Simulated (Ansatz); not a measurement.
# TiAl (P-6m2) in Ansatz: a run that goes wrong, beside a sound one

A flawed run on TiAl and a sound one for comparison.

All numbers are computed with Ansatz 0.2.0; they aren't measurements. Logs are shortened: lines on timing, memory, paths and dates and some standing lists are left out, and cuts for length are marked.

### Step 1. Starting point

The structure is hexagonal, space group P-6m2 (No. 187). Conventional cell: a = 2.867 Å, b = 2.867 Å, c = 4.678 Å, α = 90.00°, β = 90.00°, γ = 120.00°. Around Ti (site symmetry -6m2) lie 6 Al at 2.87 Å and 6 Ti at 2.87 Å. Al (site symmetry -6m2) has 6 Ti at 2.87 Å and 6 Al at 2.87 Å as nearest neighbours.

The cell comes from a database or a generator and needn't be the stable form of this composition.

### Step 2. A run with an altered input

File input.yaml:

```yaml
crystal:
  lattice:
    - [2.8672622327, 0.0, 0.0]
    - [-1.4336311163, 2.4831219328, 0.0]
    - [0.0, 0.0, 4.678083]
  atoms:
    - { symbol: ti, position: [0.0, 0.0, 0.0] }
    - { symbol: Al, position: [0.3333333333, 0.6666666667, 0.5] }
hamiltonian:
  xc: lda
  pseudopotentials: { kind: paw }
kpoints:
  mp_grid: { grid: [11, 11, 6] }
scf:
  occupations: { method: fermi_dirac, width: 0.05 }
  max_iter: 75
output:
  forces: true
  stress: true
  eigenvalues: true
relax:
  f_tol: 0.01
  max_steps: 40
  cell: { stress_tol: 0.05 }
```

Potentials or basis: Ansatz PAW.

Command:

```sh
$ ansatz run input.yaml --threads 2 --pin off --max-ram 5632MiB --backend cpu --events-out ev --progress --plain --runs-dir out
```

The program printed:

```text
Error: YAML parse error: error: line 7 column 17: `ti` is not an element symbol (H … Og, case-exact)
 --> <input>:7:17
  |
5 |     - [0.0, 0.0, 4.678083]
6 |   atoms:
7 |     - { symbol: ti, position: [0.0, 0.0, 0.0] }
  |                 ^ `ti` is not an element symbol (H … Og, case-exact)
8 |     - { symbol: Al, position: [0.3333333333, 0.6666666667, 0.5] }
9 | hamiltonian:
  |
```

Wall time 0.02 s (2 threads of Arm Neoverse V2, shared host); peak memory 0.02 GiB.

The input was rejected before any iteration. What is wrong with the input: an unknown element (crystal.atoms[0].symbol = ti).

### Step 3. Relaxation of cell and atoms, LDA

input.yaml, as its differences from that of step 2:

```diff
@@ -6,3 +6,3 @@
   atoms:
-    - { symbol: ti, position: [0.0, 0.0, 0.0] }
+    - { symbol: Ti, position: [0.0, 0.0, 0.0] }
     - { symbol: Al, position: [0.3333333333, 0.6666666667, 0.5] }
@@ -15,3 +15,2 @@
   occupations: { method: fermi_dirac, width: 0.05 }
-  max_iter: 75
 output:
@@ -20,2 +19,6 @@
   eigenvalues: true
+  write_density: true
+  write_potential: true
+  elf: true
+  volumetric_format: npy
 relax:
```

Potentials or basis: Ansatz PAW.

Command:

```sh
$ ansatz run input.yaml --threads 2 --pin off --max-ram 5632MiB --backend cpu --events-out ev --progress --plain --runs-dir out
```

It took 8.6 s on 2 threads of Arm Neoverse V2, shared host; peak memory 0.33 GiB.

Results (log left out):

| Quantity | Value |
| --- | --- |
| Free energy | -2963.6961 eV |
| Relaxed volume | 15.72 Å³/atom |
| Relaxed cell | a = 2.813 Å, b = 2.813 Å, c = 4.585 Å, α = 90.00°, β = 90.00°, γ = 120.00° |
| Space group after relaxing (to 0.05 Å) | P-6m2 (No. 187) |
| Energy gained by relaxing | 18.8 meV/atom |
| Ionic steps | 7 |
| Pressure after relaxing | 0.0 GPa |
| Band gap on the k mesh | none (metal or under the smearing width) |

Step by step:
```tsv
step	energy change (eV)	largest force (eV/Å)	volume (Å³)
1	0.0000	0.0000	33.31
2	-0.0153	0.0000	30.15
3	-0.0377	0.0000	31.56
4	-0.0379	0.0000	31.45
5	-0.0375	0.0000	31.45
6	-0.0375	0.0000	31.43
7	-0.0375	0.0000	31.43
```

Final structure:
```xyz
2
Lattice="2.8134 0.0000 0.0000 -1.4067 2.4365 0.0000 0.0000 0.0000 4.5854" Properties=species:S:1:pos:R:3 pbc="T T T"
Ti    0.0000    0.0000    0.0000
Al    0.0000    1.6243    2.2927
```

Levels at points of the mesh, in eV from the Fermi level:
```csv
k point,band 5,band 6,band 7,band 8,band 9,band 10
"(0.00, 0.00, 0.00)",-9.15,-2.34,-1.77,1.32,1.32,2.92
"(0.00, 0.00, -0.50)",-8.20,-5.32,-0.48,1.33,1.33,2.84
```

Caveat: the plane-wave basis is chosen anew once the cell has moved, so the energies of steps on either side of that aren't comparable; the PAW data sets come from PBE, with cores solved anew for the run's functional, which leaves a small shift of forces and pressure.
